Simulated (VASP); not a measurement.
# Ir (P6_3/mmc) in VASP: single point with PBEsol

Aim: the single point of Ir with PBEsol.

Everything below comes from runs of VASP 6.6.1. Logs are shortened: lines on timing, memory, paths and dates and some standing lists are left out, and cuts for length are marked.

## (1) Starting point

Symmetry: P6_3/mmc, No. 194, hexagonal system. The conventional cell has a = 2.760 Å, b = 2.760 Å, c = 4.367 Å, α = 90.00°, β = 90.00°, γ = 120.00°. Ir (site symmetry -6m2) is surrounded by 12 Ir at 2.70 to 2.76 Å.

The cell was built by a generator and needn't be a form met in nature.

## (2) Single point, PBEsol

Input file INCAR:

```
SYSTEM = Ir
ALGO = Fast
EDIFF = 1E-6
ENCUT = 520
GGA = PS
ISIF = 2
ISMEAR = -1
LASPH = .True.
LCHARG = .False.
LREAL = .False.
LWAVE = .False.
NBANDS = 16
NELM = 80
PREC = Accurate
SIGMA = 0.1
```

Input file KPOINTS:

```
k-points
0
Gamma
  14 14 8
  0 0 0
```

Input file POSCAR:

```
Ir
1.0
    1.3798640000      2.3899920000      0.0000000000
   -1.3798640000      2.3899920000      0.0000000000
    0.0000000000      0.0000000000      4.3672400000
Ir
2
Direct
    0.3333300000      0.3333400000      0.2500000000
    0.6666600000      0.6666700000      0.7500000000
```

Potentials or basis: VASP PAW PBE potentials, release 64 (Ir).

Launch:

```sh
> cat potpaw_PBE.64/Ir/POTCAR > POTCAR
> mpirun -np 1 vasp_std > vasp.out
```

OUTCAR:

```text
SYSTEM = Ir
   EDIFF = 1E-6
   ENCUT = 520
   GGA = PS
   ISIF = 2
   ISMEAR = -1
   LASPH = .True.
   LREAL = .False.
   NELM = 80
   PREC = Accurate

 ion  position               nearest neighbor table
   1  0.333  0.333  0.250-   2 2.70   2 2.70   2 2.70   2 2.70   2 2.70   2 2.70
   2  0.667  0.667  0.750-   1 2.70   1 2.70   1 2.70   1 2.70   1 2.70   1 2.70

  LATTYP: Found a hexagonal cell.
 ALAT       =     2.7597257868
 C/A-ratio  =     1.5824905579

  Lattice vectors:

 A1 = (   1.3798640000,  -2.3899920000,   0.0000000000)
 A2 = (   1.3798640000,   2.3899920000,   0.0000000000)
 A3 = (   0.0000000000,   0.0000000000,   4.3672400000)

Analysis of symmetry for initial positions (statically):
=====================================================================
 Subroutine PRICEL returns:
 Original cell was already a primitive cell.

 Routine SETGRP: Setting up the symmetry group for a
 hexagonal supercell.

 Subroutine GETGRP returns: Found  8 space group operations
 (whereof  2 operations were pure point group operations)
 out of a pool of 24 trial point group operations.

The static configuration has the point symmetry C_2 .
 The point group associated with its full space group is D_2h.

Analysis of symmetry for dynamics (positions and initial velocities):
=====================================================================
 Subroutine PRICEL returns:
 Original cell was already a primitive cell.

 Routine SETGRP: Setting up the symmetry group for a
 hexagonal supercell.

 Subroutine GETGRP returns: Found  8 space group operations
 (whereof  2 operations were pure point group operations)
 out of a pool of 24 trial point group operations.

The dynamic configuration has the point symmetry C_2 .
 The point group associated with its full space group is D_2h.

 Subroutine INISYM returns: Found  8 space group operations
 (whereof  2 operations are pure point group operations),
 and found     1 'primitive' translations

----------------------------------------------------------------------------------------

                                     Primitive cell

  volume of cell :      28.8051

  direct lattice vectors                    reciprocal lattice vectors
     1.379864000  2.389992000  0.000000000     0.362354551  0.209205721  0.000000000
    -1.379864000  2.389992000  0.000000000    -0.362354551  0.209205721  0.000000000
     0.000000000  0.000000000  4.367240000     0.000000000  0.000000000  0.228977569

  length of vectors
     2.759725787  2.759725787  4.367240000     0.418411107  0.418411107  0.228977569

  position of ions in fractional coordinates (direct lattice)
     0.333330000  0.333340000  0.250000000
[... 83 lines left out ...]
   NFREE  =      0    steps in history (QN), initial steepest desc. (CG)
   ISIF   =      2    stress and relaxation
   ISYM   =      2    0-nonsym 1-usesym 2-fastsym
   POTIM  = 0.5000    time-step for ionic-motion
   TEBEG  =    0.0;   TEEND  =   0.0 temperature during run
   PSTRESS=    0.0 pullay stress
   NELECT =      18.0000    total number of electrons
   NUPDOWN=      -1.0000    fix difference up-down
   EMIN   =  10.00;   EMAX   =-10.00  energy-range for DOS
   EFERMI =   0.00;   METHOD = LEGACY
   ISMEAR =    -1;   SIGMA  =   0.10  broadening in eV -4-tet -1-fermi 0-gaus
   EFERMI_NEDOS =   21; number of points for ismear=-14 and -15
   IALGO  =     68    algorithm
   IMIX   =      4    mixing-type and parameters
     AMIX     =   0.40;   BMIX     =  1.00
     AMIX_MAG =   1.60;   BMIX_MAG =  1.00
  volume/ion in A,a.u.               =      14.40        97.19
  Fermi-wavevector in a.u.,A,eV,Ry     =   1.399617  2.644892 26.652813  1.958926
  Thomas-Fermi vector in A             =   2.522658
   LORBIT       =      0    0 simple, 1 ext, 2 COOP (PROOUT), +10 PAW based schemes
   GGA     = PS    functional components
   LHFCALC =     F    Hartree Fock is set to
   AEXX    =    0.0000 exact exchange contribution
   IVDW    =     0    specifies the selected vdW correction
   LEPSILON=     F    determine dielectric tensor
   LRPA    =     F    only Hartree local field effects (RPA)
 non-spin polarized calculation
 RMM-DIIS sequential band-by-band and
  energy-cutoff  :      520.00
  volume of cell :       28.81
 maximum number of plane-waves:       796
 NGX is ok and might be reduce to    24
   NGX = 11   NGY = 11   NGZ = 17

 number of electron      17.9999997 magnetization

 Free energy of the ion-electron system (eV)
  ---------------------------------------------------
  ext. energy  EPLUGINS =         0.00000000
  ---------------------------------------------------
  free energy    TOTEN  =       -19.49950875 eV

  energy without entropy =      -19.41694825  energy(sigma->0) =      -19.45822850

 E-fermi :  10.0743     XC(G=0): -13.9948

 val. band max:       10.0641589713   @ k =   0.2143   0.0714   0.3750
 cond. band min:      10.0809992641   @ k =   0.2143   0.3571   0.3750
 fundamental gap:      0.0168402928
 Fermi energy:        10.0742911848

 k-point     1 :       0.0000    0.0000    0.0000
  band No.  band energies     occupation
      1      -1.0603      2.00000
      2       2.0617      2.00000
      3       6.2826      2.00000
      4       6.2826      2.00000
      5       6.4337      2.00000
      6       6.9859      2.00000
[... 433 lines left out ...]
      3       4.1443      2.00000
      4       5.2769      2.00000
      5       6.0760      2.00000
      6       6.5383      2.00000
[... 8 lines left out ...]
     15      22.9520      0.00000
     16      25.1075      0.00000

 [... further k-points ...]

------------------------ aborting loop because EDIFF is reached ----------------------------------------

  FORCE on cell =-STRESS in cart. coord.  units (eV):
  Direction    XX          YY          ZZ          XY          YZ          ZX
  --------------------------------------------------------------------------------------
  -------------------------------------------------------------------------------------
  Total       -1.5099869     -1.5098628     -0.0961687      0.0000000      0.0000000      0.0000000
  in kB      -83.9873711    -83.9804685     -5.3490265      0.0000000      0.0000000      0.0000000
  external PRESSURE =     -57.7722887 kB  Pullay stress =       0.0000000 kB

 VOLUME and BASIS-vectors are now :
 -----------------------------------------------------------------------------
  energy-cutoff  :      520.00
  volume of cell :       28.81
      direct lattice vectors                 reciprocal lattice vectors
     1.379864000  2.389992000  0.000000000     0.362354551  0.209205721  0.000000000
    -1.379864000  2.389992000  0.000000000    -0.362354551  0.209205721  0.000000000
     0.000000000  0.000000000  4.367240000     0.000000000  0.000000000  0.228977569

 POSITION                                       TOTAL-FORCE (eV/Angst)
 -----------------------------------------------------------------------------------
     -0.00001      1.59334      1.09181         0.000000     -0.000077     -0.000000
     -0.00001      3.18665      3.27543         0.000000      0.000077      0.000000
 -----------------------------------------------------------------------------------
    total drift:                                0.000000      0.000000     -0.000000

  FREE ENERGIE OF THE ION-ELECTRON SYSTEM (eV)
  ---------------------------------------------------
  free  energy   TOTEN  =       -19.4995087498 eV

  energy  without entropy=      -19.4169482529  energy(sigma->0) =      -19.45822850
```

OSZICAR:

```text
N       E                     dE             d eps       ncg     rms          rms(c)
DAV:   1     0.140528636053E+03    0.14053E+03   -0.84704E+03  9120   0.113E+03
DAV:   2    -0.169716616623E+02   -0.15750E+03   -0.14153E+03  9128   0.306E+02
DAV:   3    -0.207081855914E+02   -0.37365E+01   -0.36827E+01 12544   0.562E+01
DAV:   4    -0.207489192611E+02   -0.40734E-01   -0.40723E-01 10224   0.498E+00
DAV:   5    -0.207500583569E+02   -0.11391E-02   -0.11391E-02 12752   0.874E-01    0.219E+01
RMM:   6    -0.196871317818E+02    0.10629E+01   -0.11974E+00  9180   0.119E+01    0.844E+00
RMM:   7    -0.195061041780E+02    0.18103E+00   -0.61180E-01  9511   0.586E+00    0.221E+00
RMM:   8    -0.195089100822E+02   -0.28059E-02   -0.74759E-02 10624   0.294E+00    0.192E+00
RMM:   9    -0.195073848987E+02    0.15252E-02   -0.16695E-02 10711   0.940E-01    0.117E+00
RMM:  10    -0.194992831720E+02    0.81017E-02   -0.17356E-02  9589   0.175E+00    0.655E-01
RMM:  11    -0.194996603703E+02   -0.37720E-03   -0.98079E-04 10347   0.316E-01    0.469E-01
RMM:  12    -0.194996662267E+02   -0.58564E-05   -0.30904E-04 11469   0.117E-01    0.397E-01
RMM:  13    -0.194996738057E+02   -0.75791E-05   -0.41262E-05 11757   0.428E-02    0.415E-01
RMM:  14    -0.194995561410E+02    0.11766E-03   -0.15757E-04 12271   0.131E-01    0.166E-01
RMM:  15    -0.194995157271E+02    0.40414E-04   -0.74406E-05 10822   0.809E-02    0.586E-02
RMM:  16    -0.194995097309E+02    0.59963E-05   -0.24193E-05 10537   0.362E-02    0.298E-02
RMM:  17    -0.194995087498E+02    0.98109E-06   -0.74895E-06 10091   0.199E-02
   1 F= -.19499509E+02 E0= -.19458229E+02  d E =-.825605E-01
```

Wall time 72 s (1 thread of Intel Xeon Platinum 8488C (Sapphire Rapids), shared host); peak memory 0.24 GiB.

What came out:

- Free energy: -19.4995 eV
- Pressure: -5.8 GPa
- Band gap on the k mesh: none (metal or under the smearing width)

Stress tensor (GPa, compression positive):
```
-8.40  0.00  0.00
 0.00 -8.40  0.00
 0.00  0.00 -0.53
```

Caveat: the PAW data sets were made with another functional, which shifts forces and pressure a little. The run has no spin-orbit coupling, so splittings on Ir are missing.
